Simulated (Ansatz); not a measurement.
# AlRu (Pm-3m) under biaxial strain in the (001) plane, part 2 of 2

Aim: how do the optical modes of AlRu (Pm-3m) shift and split under this strain?

Ansatz 0.2.0; DFT PBEsol, scalar-relativistic, plane waves, PAW; PAW set soft_1.

So far. Step 3 (Tight relaxation): The forces vanish by symmetry and the pressure is 0.000 GPa, within the tolerances set. The cell now holds 13.18 Å³/atom.

### 4. Zone-centre response at rest

Phonons follow from the second derivative of the energy, found here by linear response.

The modes at rest are the reference of the series.

Input file input.yaml:

```yaml
crystal:
  lattice:
    - [2.9760064477, 0.0, 0.0]
    - [0.0, 2.9760064477, 0.0]
    - [0.0, 0.0, 2.9760064477]
  atoms:
    - { symbol: Al, position: [0.0, 0.0, 0.0] }
    - { symbol: Ru, position: [0.5, 0.5, 0.5] }
kpoints:
  mp_grid: { grid: [16, 16, 16] }
hamiltonian:
  xc: pbesol
  pseudopotentials: { kind: paw, azcp: { folder: soft_1 }, xc_functional: pbe }
scf:
  occupations: { method: methfessel_paxton, width: 0.2 }
output:
  eigenvalues: true
phonons:
  method: dfpt
```

The run is started by

```sh
$ ansatz run input.yaml --threads 4 --pin off --max-ram 10240MiB --backend cpu --events-out ev --progress --plain --runs-dir out
```

Numbers of over 12 decimals in the logs are rounded to 6 here.

What it wrote:

```text
[...]
Crystal: 2 atoms, lattice volume = 26.357 Å³
Basis set: ecut = 420 eV, 485 PW (Γ), exchange–correlation on 40×40×40 points (8 copies of the dense FFT grid, shifted against one another)
Bands: 14, of which v1, the nominal top of the filled ones, is band 10 counted from 1 (9 counted from 0)
Symmetry: 48 space group operations
k-points: 405 of 4096 (irreducible under 8 space group operations, time reversal used)
[...]
SCF iter   1: F=—  HF=-6343.381179 eV  |F-HF|=—  |Δ(HF+E_count)|=         —  Δρ=1.17e-1  dr2=4.25e0  ethr=3.10e-3  ⟨swp⟩=4.8  Hψ=27159  notcnv=0
[...]
SCF iter   8: F=-6342.349559 eV  HF=-6342.349559 eV  |F-HF|=9.09e-13  |Δ(HF+E_count)|=  1.82e-12  S|Δr|=    0.00e0  Δρ=3.31e-8  dr2=1.29e-13  ethr=1.00e-12  ⟨swp⟩=3.0  Hψ=20659  notcnv=0
SCF 1 converged in 8 iterations: F = -6342.349559 eV  dr2 = 1.29e-13
[...]
DFPT response loops at Γ: preconditioner auto → Kerker (q_TF=auto, 2.583 Å⁻¹) (partly filled bands, converged f_vac=0.000); β = 1.00, the filter's whole step (`scf.mixing.beta` (0.50) is not read by the response loops under this deck's `scf.mixing.preconditioner`; to damp them name `kerker` or `kerker_dos`, under which they read `scf.mixing.beta`, and type it under 1.00, their step now; both keys bind the ground state too); Broyden in place of MSR1
SCF converged after 8 iterations
[...]
Free energy (F): -6342.349559 eV
[...]
Internal energy: -6342.348261 eV  (E = F + TS)
E sigma→0 (E₀):  -6342.349234 eV
Entropy (-TS):   -0.001298 eV (-0.649 meV/atom)
Fermi energy:    16.200794 eV
[...]
--- Band table (eV; the first three rows and the last of 405) ---
  k-point 0: bands = [... 6 lower, 12.5077, 16.3820, 16.3820, 16.3820, 22.3280, 22.3280, 22.3280, 27.2328]
  k-point 1: bands = [... 6 lower, 12.5360, 16.2838, 16.2838, 16.3916, 21.9482, 22.4826, 22.4826, 27.0538]
  k-point 2: bands = [... 6 lower, 12.6131, 16.0249, 16.0249, 16.4192, 21.0919, 22.9112, 22.9112, 26.5748]
  k-point 404: bands = [... 6 lower, 11.4700, 17.8493, 17.8493, 18.8853, 20.3198, 20.3198, 20.3198, 24.9045]
--- Phonons (Γ-DFPT): 2 representative perturbations + reference, on 405 of 4096 k-points (Σ response iterations 6) ---
  k mesh reduced under 8 symmetry operations, with k and −k counted as one. Each operation leaves every solved perturbation unchanged. A smaller set is not used because it would not reduce the number of displacements times k-points to solve
  ASR residual: 1.412e-5 → 0.000e0 eV/Å²; symmetrization residual: 2.358e-6 eV/Å²
  ASR residual per site (eV/Å²): 1.41e-5 9.56e-6
  Γ frequencies (cm⁻¹): 0.00 0.00 0.00 321.47 321.47 321.47
  non-analytic LO–TO correction: not included (Born effective charges unavailable; polar crystals: no LO–TO splitting at Γ)
```

It took 9.5 s on 4 threads of Arm Neoverse V1, shared host; peak memory 0.66 GiB.

This step gave:

```yaml
sum_rule_residual_before_enforcement: 1.41e-5 eV/Å²
point_group: m-3m
highest_optical_mode_at_the_zone_centre_no_lo_to_term: 321.5 cm⁻¹
lowest_optical_zone_centre_mode: 321.5 cm⁻¹
```

Patterns of degenerate modes are one choice out of their space. Modes at Γ, with each element's share of the kinetic energy:

```csv
mode,frequency (cm⁻¹),symmetry,Al %,Ru %
1,0.0,acoustic,21,79
2,0.0,acoustic,21,79
3,0.0,acoustic,21,79
4,321.5,T1u,79,21
5,321.5,T1u,79,21
6,321.5,T1u,79,21
```

Displacements in mode 6 (321.5 cm⁻¹), the largest set to 1:
```
Al1  0.00  0.00  1.00
Ru2  0.00  0.00 -0.27
```

Before it was imposed, the acoustic sum rule was missed by 1.4e-5 eV/Å². Small misses are needed for a sound result but don't prove that mesh and cutoff are converged. The lowest optical mode is real, 321 cm⁻¹.

### 5. Relaxation of a member: biaxial strain of +4 % in the (001) plane

The cell takes a biaxial strain of +4 % in the (001) plane. The strained lengths are held, while the rest of the cell and the atoms relax.

input.yaml, the sections that differ from step 4:

```yaml
crystal:
  lattice:
    - [3.0950467057, 0.0, 0.0]
    - [0.0, 3.0950467057, 0.0]
    - [0.0, 0.0, 2.8982797038]
  atoms:
    - { symbol: Al, position: [0.0, 0.0, 0.0] }
    - { symbol: Ru, position: [0.5, 0.5, 0.5] }
output:
  forces: true
  stress: true
  eigenvalues: true
relax:
  adjacent_minimum: "off"
  f_tol: 0.001
  max_steps: 60
  cell: { stress_tol: 0.01, fix: [a, b, gamma] }
# kpoints, hamiltonian, scf: as in step 4
# phonons: removed
```

What it wrote:

```text
[...]
Crystal: 2 atoms, lattice volume = 27.764 Å³
Basis set: ecut = 420 eV, 537 PW (Γ), exchange–correlation on 48×48×40 points (8 copies of the dense FFT grid, shifted against one another)
Bands: 14, of which v1, the nominal top of the filled ones, is band 10 counted from 1 (9 counted from 0)
Symmetry: 16 space group operations
[...]
k-points: 405 of 4096
[...]
k-point 404: bands = [... 6 lower, 10.9625, 16.6486, 17.1276, 17.7894, 19.2423, 19.2423, 19.6737, 22.9601]
--- Relaxed structure (5 steps of the walk, 5 accepted, 2 SCFs on fresh bases) ---
[...]
cell:  # Å, volume = 27.5519 Å³
    - [3.0950467057, 0, 0]
    - [0, 3.0950467057, 0]
    - [0, 0, 2.876190]
  atoms:
    - { symbol: Al, position: [0, 0, 0] }
    - { symbol: Ru, position: [0.500000, 0.500000, 0.500000] }
[key lines of the parts left out:]
SCF converged after 5 iterations
Free energy (F): -6342.265105 eV
Fermi energy:    15.383406 eV
P = ⅓ Tr σ = -8.2595 GPa (-82.595 kbar)
```

It took 15 s on 4 threads; peak memory 0.45 GiB; 58 s of CPU time.

Relaxation path:

```
step  energy less that of the first step (eV)  largest force component (eV/Å)  pressure (GPa)  volume (Å³)
   1                                   0.0000                          0.0000           -9.74        27.76
   2                                  -0.0016                          0.0000           -7.59        27.46
   3                                  -0.0019                          0.0000           -8.28        27.56
   4                                  -0.0019                          0.0000           -8.26        27.55
  5*                                  -0.0017                          0.0000           -8.27        27.55
   6                                  -0.0017                          0.0000           -8.26        27.55
  7*                                  -0.0017                          0.0000           -8.26        27.55
```

Relaxation steps marked * repeat the geometry before them on a plane-wave basis chosen anew for their cell, so energy and pressure can jump there.

Forces are held to the 16 operations that the run works with; a distortion that breaks them can't arise in this run.

| conventional cell, symmetrised | before | after | change |
| --- | --- | --- | --- |
| a (Å) | 3.095 | 3.095 | +0.0 % |
| b (Å) | 3.095 | 3.095 | +0.0 % |
| c (Å) | 2.898 | 2.876 | -0.8 % |
| volume (Å³/atom) | 13.88 | 13.78 | -0.8 % |

The relaxed structure:

```xyz
2
Lattice="3.0950 0.0000 0.0000 0.0000 3.0950 0.0000 0.0000 0.0000 2.8762" Properties=species:S:1:pos:R:3 pbc="T T T"
Al    0.0000    0.0000    0.0000
Ru    1.5475    1.5475    1.4381
```

Numbers from this step:

```
pressure        : -8.260 GPa
volume per atom : 13.78 Å³
```

The forces vanish by symmetry.

### 6. Zone-centre modes of the member: biaxial strain of +4 % in the (001) plane

The zone-centre modes follow for biaxial strain of +4 % in the (001) plane.

input.yaml, the sections that differ from step 5:

```yaml
crystal:
  lattice:
    - [3.0950467057, 0.0, 0.0]
    - [0.0, 3.0950467057, 0.0]
    - [0.0, 0.0, 2.8761898597]
  atoms:
    - { symbol: Al, position: [0.0, 0.0, 0.0] }
    - { symbol: Ru, position: [0.5, 0.5, 0.5] }
output:
  eigenvalues: true
phonons:
  method: dfpt
# kpoints, hamiltonian, scf: as in step 5
# relax: removed
```

What it wrote:

```text
zone centre: on kpoints.mp_grid the ground state, and the responses unless they are solved on pairs of k-points, stand on 729 of the mesh's 4096 k-points, reduced under 8 symmetry operations, with k and −k counted as one. Each operation leaves every solved displacement unchanged or reverses it
[...]
Crystal: 2 atoms, lattice volume = 27.552 Å³
Basis set: ecut = 420 eV, 537 PW (Γ), exchange–correlation on 48×48×40 points (8 copies of the dense FFT grid, shifted against one another)
Bands: 14, of which v1, the nominal top of the filled ones, is band 10 counted from 1 (9 counted from 0)
Symmetry: 16 space group operations
k-points: 729 of 4096 (irreducible under 8 space group operations)
[...]
SCF iter   1: F=—  HF=-6343.291267 eV  |F-HF|=—  |Δ(HF+E_count)|=         —  Δρ=1.15e-1  dr2=4.39e0  ethr=3.10e-3  ⟨swp⟩=4.8  Hψ=48065  notcnv=0
[...]
SCF iter   9: F=-6342.265105 eV  HF=-6342.265105 eV  |F-HF|=0.00e0  |Δ(HF+E_count)|=  3.46e-11  S|Δr|=    0.00e0  Δρ=5.96e-8  dr2=4.31e-13  ethr=1.00e-12  ⟨swp⟩=5.4  Hψ=39486  notcnv=0
the search or the solves at the SCF's close seem to have found levels that the self-consistency loop had missed (the run counts 1). By its estimate they hold under 1e-12 electrons; where the run keeps them, the occupations were computed again with them
SCF 1 converged in 9 iterations: F = -6342.265105 eV  dr2 = 4.31e-13
[...]
SCF converged after 9 iterations
[...]
Free energy (F): -6342.265105 eV
[...]
Internal energy: -6342.264326 eV  (E = F + TS)
E sigma→0 (E₀):  -6342.264910 eV
Entropy (-TS):   -0.000778 eV (-0.389 meV/atom)
Fermi energy:    15.383405 eV
[...]
--- Band table (eV; the first three rows and the last of 729) ---
  k-point 0: bands = [... 6 lower, 11.8798, 15.2253, 15.7067, 15.7067, 20.5382, 20.5382, 22.8088, 25.7484]
  k-point 1: bands = [... 6 lower, 11.9267, 15.2383, 15.5768, 15.5768, 20.7138, 20.7138, 22.2610, 26.0663]
  k-point 2: bands = [... 6 lower, 12.0566, 15.2446, 15.2446, 15.2755, 21.1572, 21.1846, 21.1846, 25.6589]
  k-point 728: bands = [... 6 lower, 10.9625, 16.6486, 17.1276, 17.7894, 19.2423, 19.2423, 19.6737, 22.9601]
[...]
ASR residual: 2.609e-5 → 0.000e0 eV/Å²; symmetrization residual: 1.826e-6 eV/Å²
  ASR residual per site (eV/Å²): 1.27e-5 2.61e-5
  Γ frequencies (cm⁻¹): 0.00 0.00 0.00 283.10 295.26 295.26
[...]
```

The job ended after 28 s (4 threads; peak memory 0.99 GiB).

This step gave:

```
sum-rule residual before enforcement                    : 2.61e-5 eV/Å²
point group                                             : 4/mmm
highest optical mode at the zone centre (no LO-TO term) : 295.3 cm⁻¹
lowest optical zone-centre mode                         : 283.1 cm⁻¹
```

Patterns of degenerate modes are one choice out of their space. The modes at Γ (shares of kinetic energy by element, %):

```csv
mode,frequency (cm⁻¹),symmetry,Al %,Ru %
1,0.0,acoustic,21,79
2,0.0,acoustic,21,79
3,0.0,acoustic,21,79
4,283.1,A2u,79,21
5,295.3,Eu,79,21
6,295.3,Eu,79,21
```

The lowest optical mode is real, 283 cm⁻¹, and the highest lies at 295.3 cm⁻¹.

Between step 4 and this run (strain 4 %) the value for the highest optical mode at the zone centre (no LO-TO term) moves from 321 cm⁻¹ to 295 cm⁻¹ (-8 %).

### 7. Relaxation of a member: biaxial strain of -4 % in the (001) plane

The cell takes a biaxial strain of -4 % in the (001) plane. The strained lengths are held, while the rest of the cell and the atoms relax.

input.yaml, the sections that differ from step 6:

```yaml
crystal:
  lattice:
    - [2.8569661898, 0.0, 0.0]
    - [0.0, 2.8569661898, 0.0]
    - [0.0, 0.0, 3.0702767877]
  atoms:
    - { symbol: Al, position: [0.0, 0.0, 0.0] }
    - { symbol: Ru, position: [0.5, 0.5, 0.5] }
output:
  forces: true
  stress: true
  eigenvalues: true
relax:
  adjacent_minimum: "off"
  f_tol: 0.001
  max_steps: 60
  cell: { stress_tol: 0.01, fix: [a, b, gamma] }
# kpoints, hamiltonian, scf: as in step 6
# phonons: removed
```

What it wrote:

```text
[...]
Crystal: 2 atoms, lattice volume = 25.060 Å³
Basis set: ecut = 420 eV, 479 PW (Γ), exchange–correlation on 40×40×48 points (8 copies of the dense FFT grid, shifted against one another)
Bands: 14, of which v1, the nominal top of the filled ones, is band 10 counted from 1 (9 counted from 0)
Symmetry: 16 space group operations
[...]
k-points: 405 of 4096
[...]
k-point 404: bands = [... 6 lower, 12.0980, 18.4007, 19.1097, 19.9393, 20.8449, 21.4196, 21.4196, 25.5834]
--- Relaxed structure (3 steps of the walk, 3 accepted, 2 SCFs on fresh bases) ---
[...]
cell:  # Å, volume = 25.3495 Å³
    - [2.8569661898, 0, 0]
    - [0, 2.8569661898, 0]
    - [0, 0, 3.105700]
  atoms:
    - { symbol: Al, position: [0, 0, 0] }
    - { symbol: Ru, position: [0.5, 0.5, 0.500000] }
[key lines of the parts left out:]
SCF converged after 4 iterations
Free energy (F): -6342.252932 eV
Fermi energy:    17.019523 eV
P = ⅓ Tr σ = 10.0981 GPa (100.981 kbar)
```

Run time: 11 s. Hardware: 4 threads; peak memory 0.44 GiB.

Relaxation path:

```
step  energy less that of the first step (eV)  largest force component (eV/Å)  pressure (GPa)  volume (Å³)
   1                                   0.0000                          0.0000           12.97        25.06
   2                                  -0.0032                          0.0000           10.10        25.35
  3*                                  -0.0035                          0.0000           10.11        25.35
   4                                  -0.0035                          0.0000           10.10        25.35
  5*                                  -0.0035                          0.0000           10.10        25.35
```

Relaxation steps marked * repeat the geometry before them on a plane-wave basis chosen anew for their cell, so energy and pressure can jump there.

The run keeps the 16 symmetry operations that it works with, so distortions that break them were not tested.

| conventional cell, symmetrised | before | after | change |
| --- | --- | --- | --- |
| a (Å) | 2.857 | 2.857 | -0.0 % |
| b (Å) | 2.857 | 2.857 | -0.0 % |
| c (Å) | 3.070 | 3.106 | +1.2 % |
| volume (Å³/atom) | 12.53 | 12.67 | +1.2 % |

Final coordinates:

```cif
data_structure
_symmetry_space_group_name_H-M 'P 1'
_symmetry_Int_Tables_number 1
_cell_length_a 2.8570
_cell_length_b 2.8570
_cell_length_c 3.1057
_cell_angle_alpha 90.000
_cell_angle_beta 90.000
_cell_angle_gamma 90.000
_cell_volume 25.35
loop_
_atom_site_label
_atom_site_type_symbol
_atom_site_fract_x
_atom_site_fract_y
_atom_site_fract_z
_atom_site_occupancy
Al1 Al 0.00000 0.00000 0.00000 1
Ru2 Ru 0.50000 0.50000 0.50000 1
```

Numbers from this step:

* pressure: 10.10 GPa
* volume per atom: 12.67 Å³

The forces vanish by symmetry.

The cell grew by 1.2 % in volume.

### 8. Zone-centre modes of the member: biaxial strain of -4 % in the (001) plane

The zone-centre modes follow for biaxial strain of -4 % in the (001) plane.

input.yaml, the sections that differ from step 7:

```yaml
crystal:
  lattice:
    - [2.8569661898, 0.0, 0.0]
    - [0.0, 2.8569661898, 0.0]
    - [0.0, 0.0, 3.1056999294]
  atoms:
    - { symbol: Al, position: [0.0, 0.0, 0.0] }
    - { symbol: Ru, position: [0.5, 0.5, 0.5] }
output:
  eigenvalues: true
phonons:
  method: dfpt
# kpoints, hamiltonian, scf: as in step 7
# relax: removed
```

What it wrote:

```text
[...]
Crystal: 2 atoms, lattice volume = 25.350 Å³
Basis set: ecut = 420 eV, 487 PW (Γ), exchange–correlation on 40×40×48 points (8 copies of the dense FFT grid, shifted against one another)
Bands: 14, of which v1, the nominal top of the filled ones, is band 10 counted from 1 (9 counted from 0)
Symmetry: 16 space group operations
k-points: 729 of 4096 (irreducible under 8 space group operations)
[...]
k-point 2: bands = [... 6 lower, 13.1659, 16.7892, 16.7892, 17.5976, 20.7390, 24.7112, 24.7112, 27.3187]
  k-point 728: bands = [... 6 lower, 12.0980, 18.4007, 19.1097, 19.9393, 20.8449, 21.4196, 21.4196, 25.5834]
[...]
ASR residual: 1.398e-5 → 0.000e0 eV/Å²; symmetrization residual: 2.538e-6 eV/Å²
  ASR residual per site (eV/Å²): 1.40e-5 7.06e-6
  Γ frequencies (cm⁻¹): 0.00 0.00 0.00 334.70 334.70 357.34
[...]
[key lines of the parts left out:]
SCF converged after 9 iterations
Free energy (F): -6342.252932 eV
Fermi energy:    17.019523 eV
```

Run time: 25 s. Hardware: 4 threads; peak memory 0.93 GiB.

This step gave:

- sum-rule residual before enforcement: 1.40e-5 eV/Å²
- highest optical mode at the zone centre (no LO-TO term): 357.3 cm⁻¹
- lowest optical zone-centre mode: 334.7 cm⁻¹

Patterns of degenerate modes are one choice out of their space. The modes at Γ (shares of kinetic energy by element, %):

```
mode  frequency (cm⁻¹)  symmetry  Al %  Ru %
   1               0.0  acoustic    21    79
   2               0.0  acoustic    21    79
   3               0.0  acoustic    21    79
   4             334.7        Eu    79    21
   5             334.7        Eu    79    21
   6             357.3       A2u    79    21
```

Displacements in mode 5 (334.7 cm⁻¹), the largest set to 1:
```
Al1  0.00  1.00  0.00
Ru2  0.00 -0.27  0.00
```

Displacements in mode 6 (357.3 cm⁻¹), the largest set to 1:
```
Al1  0.00  0.00  1.00
Ru2  0.00  0.00 -0.27
```

The lowest optical mode is real, 335 cm⁻¹, and the highest lies at 357.3 cm⁻¹.

For the highest optical mode at the zone centre (no LO-TO term), step 4 gave 321 cm⁻¹; this run, with strain -4 %, gives 357 cm⁻¹ (+11 %).

### 9. The series together

The members are set side by side, also those not shown above.

Stress is positive in compression; energies are extrapolated to zero smearing, and E0 is that at rest; the edges not held and the atoms are relaxed in each cell; all runs use 16×16×16 k points and Methfessel-Paxton smearing of 0.2 eV. State of the crystal along the series:

| strain (%) | in-plane stress (GPa) | free strain along [001] (%) | E - E0 (meV/atom) |
| --- | --- | --- | --- |
| -4 | 15.15 | 4.358 | 48.23 |
| -3 | 11.08 | 3.168 | 26.73 |
| -2 | 7.231 | 2.038 | 11.71 |
| -1 | 3.531 | 0.9864 | 2.883 |
| 0 | -1.99e-4 | 0 | 0 |
| 1 | -3.34 | -0.9294 | 2.789 |
| 2 | -6.498 | -1.803 | 10.91 |
| 3 | -9.509 | -2.612 | 24.1 |
| 4 | -12.39 | -3.354 | 42.16 |

Optical modes are counted from below at rest and tracked from member to member by their patterns, and modes that stay within 0.3 cm⁻¹ of each other stand once; labels, where given, are those at rest; the edges not held and the atoms are relaxed in each cell; all runs use 16×16×16 k points and Methfessel-Paxton smearing of 0.2 eV. Optical modes along the series:

| strain (%) | optical mode 1 T1u, singlet (cm⁻¹) | optical mode 2 T1u, doublet (cm⁻¹) |
| --- | --- | --- |
| -4 | 357.3 | 334.7 |
| -3 | 348.9 | 332.7 |
| -2 | 340.1 | 329.9 |
| -1 | 330.9 | 326.1 |
| 0 | 321.5 | 321.5 |
| 1 | 311.9 | 316 |
| 2 | 302.2 | 309.8 |
| 3 | 292.6 | 302.9 |
| 4 | 283.1 | 295.3 |

Value and slope at zero strain of a cubic (a lower polynomial where under five rows exist) through the rows within 2 % of rest. Slopes at rest:

```csv
mode,frequency (cm⁻¹),shift per percent of strain (cm⁻¹),shift per GPa of compressive stress (cm⁻¹)
"optical mode 1 T1u, singlet",321.5,-9.52,2.77
"optical mode 2 T1u, doublet",321.5,-5.08,1.48
```

### 10. Results

```json
{"members": "9", "highest optical mode at the zone centre (no LO-TO term), at rest": "321.5 cm⁻¹", "biaxial modulus in the (001) plane": "344 GPa", "optical mode 1 T1u, singlet, shift per percent": "-9.52 cm⁻¹", "optical mode 2 T1u, doublet, shift per percent": "-5.08 cm⁻¹"}
```

**Reading.** The stress changes by 3.44 GPa for each percent, a biaxial modulus of 344 GPa in the (001) plane. For each percent the free edge responds with -0.96 %. The strain lowers the symmetry: the level at 321.5 cm⁻¹ splits, into 357.3 and 334.7 cm⁻¹ at -4 %. The fastest shift in the table of slopes is -9.5 cm⁻¹ for each percent (optical mode 1 T1u, singlet), or 2.8 cm⁻¹ for each GPa of compressive stress. For small strain, the measured shift of a line that Raman or infrared light can see, divided by its slope, estimates the stress, if the state of stress is of this kind. These are harmonic frequencies at zero temperature: anharmonic shifts, linewidths and thermal expansion are left out. With no gap, or one that is small against the smearing, the frequencies hang on the k mesh and the smearing, most of all near Kohn anomalies. The runs are without spin polarisation, although the cell has an odd electron count. The PAW files were made for PBE; the program adapts parts of them to the functional of the run, but their partial waves stay those of PBE, an approximation that was not tested in this session. Only the zone centre was solved, so an instability at another wavevector cannot show here.

[Logs are printed without paths, hosts, clocks, repeated set-up lines and the standing remarks that a program may print on its own settings, such as how far it seeks lower states.]

[Hosts, paths, dates, database ids (printed as entryN), source tags and the programs' standing remarks are cut or masked in the printed files.]
